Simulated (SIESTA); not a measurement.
# PtS2: single point with PBEsol

PtS2:

```
Pt S
1.0
     3.54320    0.00000    0.00000
    -1.77160    3.06850    0.00000
     0.00000    0.00000    5.03880
Pt S
1 2
Cartesian
  0.0000 0.0000 0.0000
  1.7716 1.0228 3.8950
  0.0000 2.0457 1.1438
```

```yaml
Program: SIESTA 5.4.2
Task: single point
Functional: PBEsol
Potentials_or_basis: PseudoDojo 0.4 standard (PBEsol files)
Basis: DZP (energy shift 0.003 Ry; two zetas on semicore shells)
Grid_cutoff: 800 Ry
Energy_shift: 0.003 Ry
k_mesh: 9 × 9 × 5
Occupations: fermi-dirac, width 0.05 eV
Spin: no spin polarisation
```

```
Pressure               : 9.5 GPa
Largest force          : 1.612 eV/Å
Band gap on the k mesh : 0.91 eV, indirect (least direct gap 0.95 eV)
```

Forces on the atoms (eV/Å):
```
Pt   0.000  0.000  0.000
S    0.000  0.000 -1.612
S    0.000  0.000  1.612
```

Stress tensor (GPa, compression positive):
```
9.84 0.00 0.00
0.00 9.84 0.00
0.00 0.00 8.80
```

Levels at points of the mesh, in eV from the valence-band top:
| k point | band 13 | band 14 | band 15 | band 16 | band 17 | band 18 |
| --- | --- | --- | --- | --- | --- | --- |
| (0.00, 0.00, 0.00) | -1.14 | -1.14 | -0.08 | 2.34 | 2.34 | 4.89 |

Run time: 29 s on 1 thread of Intel(R) Xeon(R) 6975P-C (Granite Rapids), on a shared host, peak memory 0.33 GiB.

Caveat: short orbitals over semicore shells can move pressures by several GPa; spin-orbit coupling is left out, which moves the levels of the heavy elements; an odd mesh through Γ misses points on the zone boundary, where band edges often lie; the basis of atomic orbitals isn't converged, which shifts pressures, moduli and gaps; forces of over 1 eV/Å show positions far from the minimum, so gaps and moduli don't describe the material at rest. As with any semilocal functional, this PBEsol gap is likely too small.
